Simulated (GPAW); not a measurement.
# Does bcc Fe11Si5 carry moments in GPAW?

Wanted: the moments of bcc Fe11Si5 and the energy gained by spin polarisation.

Main program and level: GPAW 26.7.0; PBE; plane waves with GPAW's PAW setups, scalar-relativistic.

## 1. Set-up

Symmetry: P4/mmm, No. 123, tetragonal system. The conventional cell has a = 5.660 Å, b = 5.660 Å, c = 5.660 Å, α = 90.00°, β = 90.00°, γ = 90.00°. Si has 10 Fe at 2.45 to 2.83 Å and 4 Si at 2.83 Å nearest. Nearest to Fe lie 5 Si at 2.45 Å and 3 Fe at 2.45 Å. Si has 12 Fe at 2.45 to 2.83 Å and 2 Si at 2.83 Å nearest. Nearest to Fe lie 8 Fe at 2.45 Å and 6 Si at 2.83 Å. Nearest to Fe lie 10 Fe at 2.45 to 2.83 Å and 4 Si at 2.83 Å. ordered model alloy on an ideal lattice, lattice constant by linear interpolation, atoms not relaxed. Farther neighbours are not listed.

The cell is a made-up one and need not be a known phase.

## 2. Run 1 (ferro +++++++++++)

Parallel moments need no larger cell; this start tests for a ferromagnetic state only.

order1.py reads:

```python
import json
import numpy as np
from ase import Atoms
from ase.parallel import paropen, parprint
from gpaw import GPAW

atoms = Atoms(['Si', 'Fe', 'Si', 'Fe', 'Si', 'Fe', 'Fe', 'Fe', 'Fe', 'Fe', 'Fe', 'Fe', 'Si', 'Fe', 'Si', 'Fe'],
    cell=[[5.6595, 0.0, 0.0],
         [0.0, 5.6595, 0.0],
         [0.0, 0.0, 5.6595]],
    scaled_positions=[[0.0, 0.0, 0.0],
         [0.25, 0.25, 0.25],
         [0.0, 0.0, 0.5],
         [0.25, 0.25, 0.75],
         [0.0, 0.5, 0.0],
         [0.25, 0.75, 0.25],
         [0.0, 0.5, 0.5],
         [0.25, 0.75, 0.75],
         [0.5, 0.0, 0.0],
         [0.75, 0.25, 0.25],
         [0.5, 0.0, 0.5],
         [0.75, 0.25, 0.75],
         [0.5, 0.5, 0.0],
         [0.75, 0.75, 0.25],
         [0.5, 0.5, 0.5],
         [0.75, 0.75, 0.75]],
    pbc=True,
    magmoms=[0.0, 2.4, 0.0, 2.4, 0.0, 2.4, 2.4, 2.4, 2.4, 2.4, 2.4, 2.4, 0.0, 2.4, 0.0, 2.4])
atoms.calc = GPAW(mode={'name': 'pw', 'ecut': 450},
    xc='PBE',
    kpts={'size': (7, 7, 7), 'gamma': True},
    occupations={'name': 'fermi-dirac', 'width': 0.05},
    convergence={'density': 1e-05, 'energy': 1e-05},
    maxiter=200,
    mixer={'name': 'pulay', 'beta': 0.04, 'nmaxold': 8, 'weight': 100},
    symmetry={'tolerance': 1e-4},
    txt='order1.txt')
e = atoms.get_potential_energy(force_consistent=True)
res = {'free_energy': e, 'energy_sigma0': atoms.get_potential_energy(), 'fermi_energy': atoms.calc.get_fermi_level()}
res['moments'] = atoms.get_magnetic_moments().tolist()
res['total'] = atoms.get_magnetic_moment()
parprint('site moments (muB):', np.round(res['moments'], 3))
parprint(f"total moment: {res['total']:.3f} muB")
parprint(f'free energy: {e:.6f} eV')
atoms.calc.write('order1.gpw')
with paropen('results.json', 'w') as f:
    json.dump(res, f)
```

Command:

```console
> OMP_NUM_THREADS=1 mpirun -n 4 gpaw python order1.py > order1.log
```

Numbers of over 12 decimals in the logs are rounded to 6 here.

Log:

```text
site moments (muB): [-0.045  0.654 -0.036  0.654 -0.029  0.654  2.439  0.654  2.471  0.654
  2.694  0.654 -0.045  0.654 -0.036  0.654]
total moment: 12.301 muB
free energy: -130.652511 eV

--- order1.txt ---
Input parameters:
  mode=PW(ecut=450),
  convergence={'density': 1e-05, 'energy': 1e-05},
  kpts=MonkhorstPack(size=(7, 7, 7), gamma=True),
  maxiter=200,
  mixer=Pulay(name='pulay', nmaxold=8, beta=0.04, weight=100, sigma=0.015, g_ss=None),
  occupations=Occupations(name='fermi-dirac', width=0.05),
  symmetry=Symmetry(tolerance=0.0001),
  xc=XC(name='PBE')

Diagonalizing LCAO Hamiltonian
Converting LCAO to pw mode
    .-------------.
   /|             |
  / |             |
 *  |  Fe     Fe  |
 |  |Fe     Fe    |
 | Fe     Si      |
 Si |  FFe    Fe  |
 |  .-------------.
 | SiFe   SiFe   /
 |/             /
 Si-----Fe-----*

Atoms  # Å, Bohr magnetons
|    | symbol |        x |        y |        z |    initial magnetic moments |
|----|--------|----------|----------|----------|-----------------------------|
|  0 |     Si | 0.000000 | 0.000000 | 0.000000 | ( 0.0000,  0.0000,  0.0000) |
|  1 |     Fe | 1.414875 | 1.414875 | 1.414875 | ( 0.0000,  0.0000,  2.4000) |
|  2 |     Si | 0.000000 | 0.000000 | 2.829750 | ( 0.0000,  0.0000,  0.0000) |
|  3 |     Fe | 1.414875 | 1.414875 | 4.244625 | ( 0.0000,  0.0000,  2.4000) |
|  4 |     Si | 0.000000 | 2.829750 | 0.000000 | ( 0.0000,  0.0000,  0.0000) |
|  5 |     Fe | 1.414875 | 4.244625 | 1.414875 | ( 0.0000,  0.0000,  2.4000) |
|  6 |     Fe | 0.000000 | 2.829750 | 2.829750 | ( 0.0000,  0.0000,  2.4000) |
|  7 |     Fe | 1.414875 | 4.244625 | 4.244625 | ( 0.0000,  0.0000,  2.4000) |
|  8 |     Fe | 2.829750 | 0.000000 | 0.000000 | ( 0.0000,  0.0000,  2.4000) |
|  9 |     Fe | 4.244625 | 1.414875 | 1.414875 | ( 0.0000,  0.0000,  2.4000) |
| 10 |     Fe | 2.829750 | 0.000000 | 2.829750 | ( 0.0000,  0.0000,  2.4000) |
| 11 |     Fe | 4.244625 | 1.414875 | 4.244625 | ( 0.0000,  0.0000,  2.4000) |
| 12 |     Si | 2.829750 | 2.829750 | 0.000000 | ( 0.0000,  0.0000,  0.0000) |
| 13 |     Fe | 4.244625 | 4.244625 | 1.414875 | ( 0.0000,  0.0000,  2.4000) |
| 14 |     Si | 2.829750 | 2.829750 | 2.829750 | ( 0.0000,  0.0000,  0.0000) |
| 15 |     Fe | 4.244625 | 4.244625 | 4.244625 | ( 0.0000,  0.0000,  2.4000) |

Unit cell  # Å
| periodic |        x |        y |        z |  lengths |    angles |
|----------|----------|----------|----------|----------|-----------|
|      yes | 5.659500 | 0.000000 | 0.000000 | 5.659500 | 90.000000 |
|      yes | 0.000000 | 5.659500 | 0.000000 | 5.659500 | 90.000000 |
|      yes | 0.000000 | 0.000000 | 5.659500 | 5.659500 | 90.000000 |

Number of symmetries: 8

BZ-sampling:
  Number of BZ points: 343
  Number of IBZ points: 64

  Monkhorst-Pack size: [7, 7, 7]
  Monkhorst-Pack shift: [0, 0, 0]

K-points  # in reciprocal-cell coordinates
|     |                                coordinates |     weight |
|-----|--------------------------------------------|------------|
|   0 | (  0.00000000,   0.00000000,   0.00000000) | 0.00291545 |
|   1 | (  0.00000000,   0.00000000,   0.14285714) | 0.00583090 |
|   2 | (  0.00000000,   0.00000000,   0.28571429) | 0.00583090 |
|   3 | (  0.00000000,   0.00000000,   0.42857143) | 0.00583090 |
|   4 | (  0.00000000,   0.14285714,   0.00000000) | 0.00583090 |
|   5 | (  0.00000000,   0.14285714,   0.14285714) | 0.01166181 |
|   6 | (  0.00000000,   0.14285714,   0.28571429) | 0.01166181 |
|   7 | (  0.00000000,   0.14285714,   0.42857143) | 0.01166181 |
|   8 | (  0.00000000,   0.28571429,   0.00000000) | 0.00583090 |
|   9 | (  0.00000000,   0.28571429,   0.14285714) | 0.01166181 |
| ... |                                            |            |
|  63 | (  0.42857143,   0.42857143,   0.42857143) | 0.02332362 |

Plane wave coefficients: 3950
Cutoff: 450.000000 eV

Spin-components: 2 (collinear spins)
Bands:           85
Projectors:      91
Spin-degeneracy: 1
Datatype:        complex128

Parallelization:
  kpt:    4
  domain: 1
  band:   1

Density:
  Valence electrons: 108.0
  Components: 2
  Grid points: [28 28 28]
  Charge: 0.0  # |e|

Potential:
  Grid points: [28 28 28]

species:
  Si:
    name:    Silicon
    Z:       14.0
    valence: 4
    core:    10
    charge:  0.0  # [|e|]
    compensation charges:
      type: gauss
      rc: 0.33  # [Å]
      lmax: 2
    cutoffs:
      filter: 1.86  # [Å]
      core: 2.06  # [Å]
    projectors
    | kind |    occ | energy [eV] | rcut [Å] |
    |------|--------|-------------|----------|
    |   3s |  2.000 |     -10.812 |    1.058 |
    |   3p |  2.000 |      -4.081 |    1.058 |
    |    s |        |      16.399 |    1.058 |
    |    p |        |      23.130 |    1.058 |
    |    d |        |       0.000 |    1.058 |

    Using partial waves for Si as LCAO basis

  Fe:
    name:    Iron
    Z:       26.0
    valence: 8
    core:    18
    charge:  0.0  # [|e|]
    compensation charges:
      type: gauss
      rc: 0.33  # [Å]
      lmax: 2
    cutoffs:
      filter: 2.06  # [Å]
      core: 2.67  # [Å]
    projectors
    | kind |    occ | energy [eV] | rcut [Å] |
    |------|--------|-------------|----------|
    |   4s |  2.000 |      -5.291 |    1.164 |
    |   4p |  0.000 |      -1.326 |    1.058 |
    |   3d |  6.000 |      -7.505 |    1.058 |
    |    s |        |      21.920 |    1.164 |
    |    p |        |      25.885 |    1.058 |
    |    d |        |      19.706 |    1.058 |

    Using partial waves for Fe as LCAO basis

Reference energy: -420245.721850  # eV

eigensolver:
  PPCG
  Converge bands: occupied
  niter=2

density mixing:
  Pulay-Mixer
  Linear mixing parameters: 0.04
  Old densities: 8
  Fourier metric: weight=100, sigma=0.015

occupation numbers:
  Fermi-Dirac:
    width: 0.0500  # eV

poisson solver:
  ecut: 3600.000000  # eV

xc functional:
  name: PBE with 2 nearest neighbor stencil

convergence criteria:
- Maximum integral of absolute [dens]ity change: 1e-05 electrons / valence electron
- Maximum [total energy] change in last 3 cyles: 1e-05 eV / valence electron
- Maximum integral of absolute [eigenst]ate change: 4e-08 eV^2 / valence electron
maximum number of iterations: 200

SCF iterations
|iter     |      energy | eigst |  dens |  magmom |
|---------|-------------|-------|-------|---------|
|iter:   1|       0s | -127.905444 | +0.66 |       | +26.4527|
|iter:   2|      21s | -128.480597 | -0.89 | -0.95 | +26.2176|
|iter:   3|      42s | -128.478917 | -1.82 | -0.99 | +25.7999|
|iter:   4|      63s | -128.926826 | -1.38 | -1.02 | +23.7503|
|iter:   5|      86s | -129.023715 | -2.47 | -1.17 | +23.4292|
|iter:   6|     108s | -129.377231 | -2.33 | -1.20 | +22.1937|
|iter:   7|     129s | -129.636804 | -2.60 | -1.29 | +21.3155|
|iter:   8|     150s | -129.792510 | -2.42 | -1.34 | +20.3508|
|iter:   9|     173s | -129.980549 | -2.81 | -1.45 | +19.1571|
|iter:  10|     194s | -130.007618 | -3.46 | -1.56 | +18.9388|
[... 28 iterations left out ...]
|iter:  39|     834s | -130.605462c| -7.34 | -4.13 | +12.3000|
|iter:  40|     855s | -130.605462c| -7.73c| -4.23 | +12.3017|
|iter:  41|     872s | -130.605462c| -7.62c| -4.46 | +12.3031|
|iter:  42|     884s | -130.605464c| -8.10c| -4.53 | +12.3022|
|iter:  43|     894s | -130.605464c| -8.59c| -4.67 | +12.3020|
|iter:  44|     904s | -130.605465c| -8.57c| -4.74 | +12.3014|
|iter:  45|     915s | -130.605465c| -8.67c| -4.82 | +12.3019|
|iter:  46|     925s | -130.605466c| -8.75c| -4.88 | +12.3018|
|iter:  47|     937s | -130.605467c| -8.83c| -4.97 | +12.3014|
|iter:  48|     950s | -130.605467c| -8.98c| -5.05c| +12.3010|

Converged in 48 steps
Energy contributions relative to reference atoms: (reference = -420245.721850)

Energy contributions:
  Kinetic:          66.975689
  Coulomb:         -48.446022
  Zero:              1.870338
  External:          0.000000
  Xc:             -150.958428
  Entropy:          -0.094088
  Spinorbit:         0.000000
  ----------------------------
  Free energy:    -130.652511
  Extrapolated:   -130.605467

dipole moment: (-50.590758, -52.240433, -50.612345)  # |e|*Ang

Total magnetic moment: (0.000000, 0.000000, 12.301021)

Local magnetic moments
|        x |        y |         z |
|----------|----------|-----------|
| 0.000000 | 0.000000 | -0.044981 |  # Si   0
| 0.000000 | 0.000000 |  0.653512 |  # Fe   1
| 0.000000 | 0.000000 | -0.036497 |  # Si   2
| 0.000000 | 0.000000 |  0.653512 |  # Fe   3
| 0.000000 | 0.000000 | -0.028589 |  # Si   4
| 0.000000 | 0.000000 |  0.653512 |  # Fe   5
| 0.000000 | 0.000000 |  2.439002 |  # Fe   6
| 0.000000 | 0.000000 |  0.653512 |  # Fe   7
| 0.000000 | 0.000000 |  2.471008 |  # Fe   8
| 0.000000 | 0.000000 |  0.653512 |  # Fe   9
| 0.000000 | 0.000000 |  2.693581 |  # Fe  10
| 0.000000 | 0.000000 |  0.653512 |  # Fe  11
| 0.000000 | 0.000000 | -0.044981 |  # Si  12
| 0.000000 | 0.000000 |  0.653512 |  # Fe  13
| 0.000000 | 0.000000 | -0.036497 |  # Si  14
| 0.000000 | 0.000000 |  0.653512 |  # Fe  15

Fermi level: 10.990
Eigenvalues  # (at kpt = [0.000, 0.000, 0.000])
| band index |      eig [eV] | occ [0-1] |      eig [eV] | occ [0-1] |
|------------|---------------|-----------|---------------|-----------|
|          0 |        -1.241 |     1.000 |        -1.276 |     1.000 |
|        ... |               |           |               |           |
|         45 |         9.540 |     1.000 |        10.756 |     0.991 |
|         46 |         9.611 |     1.000 |        11.022 |     0.348 |
|         47 |         9.630 |     1.000 |        11.040 |     0.270 |
|         48 |        10.053 |     1.000 |        11.098 |     0.105 |
|         49 |        10.086 |     1.000 |        11.137 |     0.051 |
|         50 |        10.086 |     1.000 |        11.529 |     0.000 |
|         51 |        10.447 |     1.000 |        11.734 |     0.000 |
|         52 |        10.447 |     1.000 |        11.737 |     0.000 |
|         53 |        10.563 |     1.000 |        11.737 |     0.000 |
|         54 |        10.572 |     1.000 |        11.924 |     0.000 |
|         55 |        10.595 |     1.000 |        11.924 |     0.000 |
|         56 |        10.600 |     1.000 |        11.931 |     0.000 |
|         57 |        10.945 |     0.714 |        11.970 |     0.000 |
|         58 |        10.945 |     0.714 |        11.979 |     0.000 |
|         59 |        10.947 |     0.703 |        12.069 |     0.000 |
|         60 |        10.996 |     0.471 |        12.091 |     0.000 |
|        ... |               |           |               |           |
|         84 |        19.455 |     0.000 |        19.511 |     0.000 |

No gap
No difference between direct/indirect transitions
```

Run time: 17 min. Hardware: 4 MPI ranks of Intel Xeon at 2.70GHz, shared host; peak memory 1.7 GiB; 66 min of CPU time.

Spin moment in the augmentation sphere by atom:

```
atom  spin moment in the augmentation sphere (μB)
 Si1                                        -0.04
 Fe2                                         0.65
 Si3                                        -0.04
 Fe4                                         0.65
 Si5                                        -0.03
 Fe6                                         0.65
 Fe7                                         2.44
 Fe8                                         0.65
 Fe9                                         2.47
Fe10                                         0.65
Fe11                                         2.69
Fe12                                         0.65
Si13                                        -0.04
Fe14                                         0.65
Si15                                        -0.04
Fe16                                         0.65
```

Numbers from this step:

| Quantity | Value |
| --- | --- |
| magnetization | 12.30 μB |
| final state | ferromagnetic |

After 48 cycles the largest moment stands at 2.69 μB.

(Part 1 of 2 ends here.)

[Logs and program files are shortened in this print: banners, set-up blocks, solver, clock and traceback lines can be left out without a mark of their own.]

[Logs are printed without paths, hosts, clocks, repeated set-up lines and the standing remarks that a program may print on its own settings, such as how far it seeks lower states.]

[Hosts, paths, dates, database ids (printed as entryN), source tags and the programs' standing remarks are cut or masked in the printed files.]

[Where a cell is said to come from a database of computed structures, the database is the Materials Project.]
